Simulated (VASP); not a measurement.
# Al6H in VASP: a series of runs

One slab, Al6H, is run at these levels: PBE; tasks: single point.

Program: VASP 6.6.1. These are calculated values, not measurements. Logs are shortened: lines on timing, memory, paths and dates and some standing lists are left out, and cuts for length are marked.

## 1. Starting point

The cell holds a slab with vacuum, 14 atoms: a = 5.714 Å, b = 5.714 Å, c = 22.602 Å, α = 90.00°, β = 90.00°, γ = 120.00°.

## 2. Single point, PBE

INCAR reads:

```
SYSTEM = Al6H
PREC = Accurate
ENCUT = 520
EDIFF = 1E-6
ISMEAR = 0
SIGMA = 0.1
LREAL = .FALSE.
LASPH = .TRUE.
NELM = 100
ALGO = Fast
ISIF = 2
LWAVE = .FALSE.
LCHARG = .TRUE.
LDIPOL = .TRUE.
IDIPOL = 3
DIPOL = 0.5 0.5 0.300
GGA = PE
LELF = .TRUE.
LVHAR = .TRUE.
LVACPOTAV = .TRUE.
NBANDS = 32
```

KPOINTS reads:

```
Automatic mesh
0
G
  6 6 1
  0 0 0
```

POSCAR reads:

```
Al6H
1.0
    5.7143028096      0.0000000000      0.0000000000
   -2.8571514048      4.9487313980      0.0000000000
    0.0000000000      0.0000000000     22.6016424635
Al H
12 2
Direct
    0.3333333333      0.1666666667      0.1769782885
    0.3333333333      0.6666666667      0.1769782885
    0.8333333333      0.1666666667      0.1769782885
    0.8333333333      0.6666666667      0.1769782885
    0.1666666667      0.3333333333      0.2787817904
    0.1666666667      0.8333333333      0.2787817904
    0.6666666667      0.3333333333      0.2787817904
    0.6666666667      0.8333333333      0.2787817904
    0.0000000000      0.0000000000      0.3805759903
    0.0000000000      0.5000000000      0.3805759903
    0.5000000000      0.0000000000      0.3805759903
    0.5000000000      0.5000000000      0.3805759903
    0.2299961425      0.1666666667      0.4288025739
    0.4366705242      0.1666666667      0.4288025739
```

Potentials or basis: VASP PAW PBE potentials, release 64 (Al, H).

Started as:

```console
cat potpaw_PBE.64/Al/POTCAR potpaw_PBE.64/H/POTCAR > POTCAR
mpirun -np 1 vasp_std > vasp.out
```

OUTCAR:

```text
SYSTEM = Al6H
   PREC = Accurate
   ENCUT = 520
   EDIFF = 1E-6
   ISMEAR = 0
   LREAL = .FALSE.
   LASPH = .TRUE.
   NELM = 100
   ISIF = 2
   GGA = PE

 ion  position               nearest neighbor table
   1  0.333  0.167  0.177-   5 2.83   6 2.83   7 2.83   4 2.86   2 2.86   2 2.86   4 2.86   3 2.86
                             3 2.86
   2  0.333  0.667  0.177-   6 2.83   5 2.83   8 2.83   3 2.86   1 2.86   1 2.86   3 2.86   4 2.86
                             4 2.86
   3  0.833  0.167  0.177-   7 2.83   8 2.83   5 2.83   4 2.86   2 2.86   4 2.86   2 2.86   1 2.86
                             1 2.86
   4  0.833  0.667  0.177-   8 2.83   7 2.83   6 2.83   3 2.86   1 2.86   3 2.86   1 2.86   2 2.86
                             2 2.86
   5  0.167  0.333  0.279-   9 2.83  12 2.83  10 2.83   1 2.83   2 2.83   3 2.83   8 2.86   6 2.86
                             6 2.86   8 2.86   7 2.86   7 2.86
   6  0.167  0.833  0.279-  10 2.83  11 2.83   9 2.83   2 2.83   1 2.83   4 2.83   7 2.86   5 2.86
                             5 2.86   7 2.86   8 2.86   8 2.86
   7  0.667  0.333  0.279-  11 2.83  10 2.83  12 2.83   3 2.83   4 2.83   1 2.83   8 2.86   6 2.86
                             8 2.86   6 2.86   5 2.86   5 2.86
   8  0.667  0.833  0.279-  12 2.83   9 2.83  11 2.83   4 2.83   3 2.83   2 2.83   7 2.86   5 2.86
                             7 2.86   5 2.86   6 2.86   6 2.86
   9  0.000  0.000  0.381-  13 1.60   5 2.83   8 2.83   6 2.83  12 2.86  10 2.86  10 2.86  12 2.86
                            11 2.86  11 2.86
  10  0.000  0.500  0.381-   6 2.83   7 2.83   5 2.83   9 2.86  11 2.86   9 2.86  11 2.86  12 2.86
                            12 2.86
  11  0.500  0.000  0.381-  14 1.60   7 2.83   6 2.83   8 2.83  12 2.86  10 2.86  12 2.86  10 2.86
                             9 2.86   9 2.86
  12  0.500  0.500  0.381-  14 2.06  13 2.06   8 2.83   5 2.83   7 2.83   9 2.86  11 2.86  11 2.86
                             9 2.86  10 2.86  10 2.86
  13  0.230  0.167  0.429-   9 1.60  12 2.06
  14  0.437  0.167  0.429-  11 1.60  12 2.06

  LATTYP: Found a hexagonal cell.
 ALAT       =     5.7143028096
 C/A-ratio  =     3.9552755982

  Lattice vectors:

 A1 = (   5.7143028096,   0.0000000000,   0.0000000000)
 A2 = (  -2.8571514048,   4.9487313980,   0.0000000000)
 A3 = (   0.0000000000,   0.0000000000,  22.6016424635)

Analysis of symmetry for initial positions (statically):
=====================================================================
 Subroutine PRICEL returns:
 Original cell was already a primitive cell.

 Routine SETGRP: Setting up the symmetry group for a
 hexagonal supercell.

 Subroutine GETGRP returns: Found  2 space group operations
 (whereof  1 operations were pure point group operations)
 out of a pool of 24 trial point group operations.

The static configuration has the point symmetry C_1 .
[... 153 lines left out ...]
   LHFCALC =     F    Hartree Fock is set to
   AEXX    =    0.0000 exact exchange contribution
   IVDW    =     0    specifies the selected vdW correction
   LEPSILON=     F    determine dielectric tensor
   LRPA    =     F    only Hartree local field effects (RPA)
 non-spin polarized calculation
 RMM-DIIS sequential band-by-band and
 Gauss-broadening in eV      SIGMA  =   0.10
  energy-cutoff  :      520.00
  volume of cell :      639.14
 maximum number of plane-waves:     17305
   NGX = 21   NGY = 21   NGZ = 85

 dipolmoment           0.000000      0.000000     -0.000366 electrons x Angstroem

 number of electron      37.9999999 magnetization

 dipolmoment           0.000000      0.000000      0.007816 electrons x Angstroem

 Free energy of the ion-electron system (eV)
  ---------------------------------------------------
  ext. energy  EPLUGINS =         0.00000000
  ---------------------------------------------------
  free energy    TOTEN  =       -47.30613947 eV

  energy without entropy =      -47.27326005  energy(sigma->0) =      -47.28969976

 E-fermi :  -0.1158     XC(G=0):  -4.0024

 val. band max:       -0.1228408049   @ k =   0.5000   0.3333   0.0000
 cond. band min:      -0.0588233413   @ k =  -0.1667   0.5000   0.0000
 fundamental gap:      0.0640174636
 Fermi energy:        -0.1157888794

 k-point     1 :       0.0000    0.0000    0.0000
  band No.  band energies     occupation
      1     -11.0240      2.00000
      2      -9.8737      2.00000
      3      -7.9476      2.00000
      4      -5.6379      2.00000
      5      -5.1057      2.00000
      6      -4.9162      2.00000
[... 431 lines left out ...]
     30       3.1069      0.00000
     31       3.3817      0.00000
 [bands above 31 left out]

------------------------ aborting loop because EDIFF is reached ----------------------------------------

  FORCE on cell =-STRESS in cart. coord.  units (eV):
  Direction    XX          YY          ZZ          XY          YZ          ZX
  --------------------------------------------------------------------------------------
  -------------------------------------------------------------------------------------
  Total        2.1355043     -1.0462808      2.7591646      0.0000000      0.7360653      0.0000000
  in kB        5.3532054     -2.6227789      6.9165745      0.0000000      1.8451419      0.0000000
  external PRESSURE =       3.2156670 kB  Pullay stress =       0.0000000 kB

 VOLUME and BASIS-vectors are now :
 -----------------------------------------------------------------------------
  energy-cutoff  :      520.00
  volume of cell :      639.14
      direct lattice vectors                 reciprocal lattice vectors
     5.714302810  0.000000000  0.000000000     0.174999476  0.101035995  0.000000000
    -2.857151405  4.948731398  0.000000000     0.000000000  0.202071990  0.000000000
     0.000000000  0.000000000 22.601642463     0.000000000  0.000000000  0.044244572

 POSITION                                       TOTAL-FORCE (eV/Angst)
 -----------------------------------------------------------------------------------
      1.42858      0.82479      4.00000        -0.000000     -0.035650     -0.003717
     -0.00000      3.29915      4.00000        -0.088388     -0.010326     -0.141901
      4.28573      0.82479      4.00000        -0.000000      0.065346     -0.118183
      2.85715      3.29915      4.00000         0.088388     -0.010326     -0.141901
      0.00000      1.64958      6.30093         0.044784      0.077173      0.155491
     -1.42858      4.12394      6.30093        -0.000000      0.017940      0.157819
      2.85715      1.64958      6.30093        -0.044784      0.077173      0.155491
      1.42858      4.12394      6.30093        -0.000000     -0.015586     -0.015277
      0.00000      0.00000      8.60164        -1.391428     -0.879042     -0.836920
     -1.42858      2.47437      8.60164        -0.000000      0.177119     -0.110075
      2.85715      0.00000      8.60164         1.391428     -0.879042     -0.836920
      1.42858      2.47437      8.60164        -0.000000      0.370510     -0.069399
      0.83808      0.82479      9.69164        -0.678712      0.522357      0.902746
      2.01908      0.82479      9.69164         0.678712      0.522357      0.902746
 -----------------------------------------------------------------------------------
    total drift:                               -0.000000     -0.000077      0.000116

  FREE ENERGIE OF THE ION-ELECTRON SYSTEM (eV)
  ---------------------------------------------------
  free  energy   TOTEN  =       -47.3061394656 eV

  energy  without entropy=      -47.2732600549  energy(sigma->0) =      -47.28969976

 vacuum level on the upper side and lower side of the slab         3.823         3.773
```

OSZICAR:

```text
N       E                     dE             d eps       ncg     rms          rms(c)
DAV:   1     0.133694042754E+03    0.13369E+03   -0.11367E+04   832   0.830E+02
DAV:   2    -0.394337239531E+02   -0.17313E+03   -0.16663E+03  1144   0.148E+02
DAV:   3    -0.495572062495E+02   -0.10123E+02   -0.98499E+01  1128   0.359E+01
[... 17 lines left out ...]
RMM:  21    -0.473061178647E+02   -0.50204E-04   -0.49418E-06   929   0.528E-03    0.101E-03
RMM:  22    -0.473061327037E+02   -0.14839E-04   -0.13717E-06   850   0.330E-03    0.855E-04
RMM:  23    -0.473061376394E+02   -0.49358E-05   -0.33487E-07   698   0.219E-03    0.505E-04
RMM:  24    -0.473061390071E+02   -0.13676E-05   -0.10627E-07   565   0.157E-03    0.260E-04
RMM:  25    -0.473061394656E+02   -0.45849E-06   -0.67498E-08   502   0.136E-03
   1 F= -.47306139E+02 E0= -.47289700E+02  d E =-.328794E-01
```

stdout:

```text
POSCAR found type information on POSCAR AlH
 POSCAR found :  2 types and      14 ions
 scaLAPACK will be used
 LDA part: xc-table for (Slater+PW92), standard interpolation
 POSCAR, INCAR and KPOINTS ok, starting setup
 FFT: planning ... GRIDC
 FFT: planning ... GRID_SOFT
 FFT: planning ... GRID
 WAVECAR not read
 entering main loop
 -----------------------------------------------------------------------------
|                                                                             |
|           W    W    AA    RRRRR   N    N  II  N    N   GGGG   !!!           |
|           W    W   A  A   R    R  NN   N  II  NN   N  G    G  !!!           |
|           W    W  A    A  R    R  N N  N  II  N N  N  G       !!!           |
|           W WW W  AAAAAA  RRRRR   N  N N  II  N  N N  G  GGG   !            |
|           WW  WW  A    A  R   R   N   NN  II  N   NN  G    G                |
|           W    W  A    A  R    R  N    N  II  N    N   GGGG   !!!           |
|                                                                             |
|     Did not find any points to average over, which means that no vacuum     |
|     field-free region was found. Please increase the size of  your cell     |
|     in the dimension of the dipole correction to obtain accurate            |
|     workfunction values.                                                    |
|                                                                             |
 -----------------------------------------------------------------------------
```

Wall time 13 min (1 thread of Intel Xeon Platinum 8488C (Sapphire Rapids), shared host); peak memory 0.72 GiB.

Results:

| Property | Result |
| --- | --- |
| Free energy | -47.3061 eV |
| Largest force | 1.846 eV/Å |
| Band gap on the k mesh | none (metal or under the smearing width) |
| Work function of the upper face | 3.94 eV |
| Work function of the lower face | 3.89 eV |

Forces in eV/Å, atoms in the order of the input:
```
Al   0.000 -0.036 -0.004
Al  -0.088 -0.010 -0.142
Al   0.000  0.065 -0.118
Al   0.088 -0.010 -0.142
Al   0.045  0.077  0.155
Al   0.000  0.018  0.158
Al  -0.045  0.077  0.155
Al   0.000 -0.016 -0.015
Al  -1.391 -0.879 -0.837
Al   0.000  0.177 -0.110
Al   1.391 -0.879 -0.837
Al   0.000  0.371 -0.069
H   -0.679  0.522  0.903
H    0.679  0.522  0.903
```

Levels at points of the mesh, in eV from the Fermi level:
```
           k point  band 17  band 18  band 19  band 20  band 21  band 22
(0.00, 0.00, 0.00)    -1.67    -1.67    -0.59    -0.40    -0.33    -0.25
(0.50, 0.00, 0.00)    -0.59    -0.33     0.07     0.24     0.83     0.97
(0.00, 0.50, 0.00)    -0.48    -0.35    -0.26     0.26     0.83     0.91
```

## 3. Single point, PBE

INCAR reads:

```
ALGO = Fast ; DIPOL = 0.5 0.5 0.316
EDIFF = 1E-6 ; ENCUT = 520
GGA = PE ; IDIPOL = 3
ISIF = 2 ; ISMEAR = 0
LASPH = T ; LCHARG = T
LDIPOL = T ; LELF = T
LREAL = F ; LVACPOTAV = T
LVHAR = T ; LWAVE = F
NBANDS = 32 ; NELM = 100
PREC = Accurate ; SIGMA = 0.1
```

KPOINTS reads:

```
k-points
0
Gamma
  6 6 1
```

POSCAR, as its differences from that of step 2:

```diff
@@ -20,3 +20,3 @@
     0.5000000000      0.5000000000      0.3805759903
-    0.2299961425      0.1666666667      0.4288025739
-    0.4366705242      0.1666666667      0.4288025739
+    0.2529210739      0.1666666667      0.5398564500
+    0.4137455928      0.1666666667      0.5398564500
```

Potentials or basis: VASP PAW PBE potentials, release 64 (Al, H).

Started as:

```console
cat potpaw_PBE.64/Al/POTCAR potpaw_PBE.64/H/POTCAR > POTCAR
mpirun -np 1 vasp_std > vasp.out
```

Run time: 6.4 min. Hardware: 1 thread of Intel Xeon Platinum 8488C (Sapphire Rapids), shared host; peak memory 0.73 GiB.

Results (log left out):

```
Free energy                     : -48.5578 eV
Largest force                   : 3.507 eV/Å
Band gap on the k mesh          : none (metal or under the smearing width)
Work function of the upper face : 3.93 eV
Work function of the lower face : 3.92 eV
```

Forces in eV/Å, atoms in the order of the input:
```
Al   0.000  0.000  0.002
Al  -0.001 -0.001  0.004
Al   0.000  0.001  0.004
Al   0.001 -0.001  0.004
Al   0.004 -0.001 -0.003
Al   0.000  0.004 -0.005
Al  -0.004 -0.001 -0.003
Al   0.000 -0.001  0.004
Al   0.006  0.001 -0.006
Al   0.000  0.002  0.002
Al  -0.006  0.001 -0.006
Al   0.000 -0.005 -0.005
H    3.507  0.000  0.005
H   -3.507  0.000  0.005
```

Levels at points of the mesh, in eV from the Fermi level:
| k point | band 16 | band 17 | band 18 | band 19 | band 20 | band 21 | band 22 | band 23 |
| --- | --- | --- | --- | --- | --- | --- | --- | --- |
| (0.00, 0.00, 0.00) | -2.73 | -2.73 | -0.39 | -0.39 | -0.38 | -0.16 | -0.15 | -0.15 |
| (0.50, 0.00, 0.00) | -0.49 | -0.49 | -0.22 | -0.22 | 0.94 | 0.94 | 1.31 | 1.32 |
| (0.00, 0.50, 0.00) | -0.49 | -0.49 | -0.22 | -0.22 | 0.94 | 0.94 | 1.30 | 1.32 |

(Part 1 of 2 ends here.)
